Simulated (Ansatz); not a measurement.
Geometry optimisation in Ansatz: input, command and trajectory.

```yaml
crystal:
  lattice:
    - [4.433946833, 0.0, 0.0]
    - [-2.2169734165, 3.8399105964, 0.0]
    - [0.0, 0.0, 2.7488693948]
  atoms:
    - { symbol: Ti, position: [0.0, 0.0, 0.0] }
    - { symbol: Ti, position: [0.3333333333, 0.6666666667, 0.5] }
    - { symbol: Ti, position: [0.6666666667, 0.3333333333, 0.5] }
basis:
  ecutwfc: 420
kpoints:
  mp_grid: { grid: [12, 12, 14] }
hamiltonian:
  xc: pbe
scf:
  occupations: { method: gaussian, width: 0.1 }
output:
  forces: true
  stress: true
  eigenvalues: true
relax:
  adjacent_minimum: "off"
  f_tol: 0.01
  max_steps: 30
  cell: { stress_tol: 0.1, fix: [volume] }
```

```bash
ansatz run input.yaml --threads 1 --pin off --max-ram 2560MiB --backend cpu --events-out ev --progress --plain --runs-dir out
```

All numbers below come from Ansatz 0.2.0, DFT PBE, scalar-relativistic, plane waves, PAW.

The volume is held at 0.91 times that of the relaxed cell.

Of 3 frames 3 are shown, positions in Å and forces in eV/Å; the SCF threshold varies from step to step. Steps run on the plane waves of an earlier cell, with a Pulay correction in the pressure. The basis is chosen afresh for the last frame, the zero of the energies, and at times for earlier ones too; energy and pressure step there, also at an unchanged geometry.

```xyz
3
Lattice="4.4339 0.0000 0.0000 -2.2170 3.8399 0.0000 0.0000 0.0000 2.7489" Properties=species:S:1:pos:R:3:forces:R:3 pbc="T T T" step=1 free_energy_over_end_meV_per_atom=0.01 pressure_GPa=12.52
Ti    0.0000    0.0000    0.0000    0.0000    0.0000    0.0000
Ti    0.0000    2.5599    1.3744    0.0000    0.0000    0.0000
Ti    2.2170    1.2800    1.3744    0.0000    0.0000    0.0000
3
Lattice="4.4319 0.0000 0.0000 -2.2159 3.8381 0.0000 0.0000 0.0000 2.7514" Properties=species:S:1:pos:R:3:forces:R:3 pbc="T T T" step=2 free_energy_over_end_meV_per_atom=0.00 pressure_GPa=12.51
Ti    0.0000    0.0000    0.0000    0.0000    0.0000    0.0000
Ti    0.0000    2.5588    1.3757    0.0000    0.0000    0.0000
Ti    2.2159    1.2794    1.3757    0.0000    0.0000    0.0000
3
Lattice="4.4319 0.0000 0.0000 -2.2159 3.8381 0.0000 0.0000 0.0000 2.7514" Properties=species:S:1:pos:R:3:forces:R:3 pbc="T T T" step=3 free_energy_over_end_meV_per_atom=0.00 pressure_GPa=12.51
Ti    0.0000    0.0000    0.0000    0.0000    0.0000    0.0000
Ti    0.0000    2.5588    1.3757    0.0000    0.0000    0.0000
Ti    2.2159    1.2794    1.3757    0.0000    0.0000    0.0000
```

The run took 30 s on 1 thread of Arm Neoverse V1, with other jobs on the host, peak memory 0.41 GiB.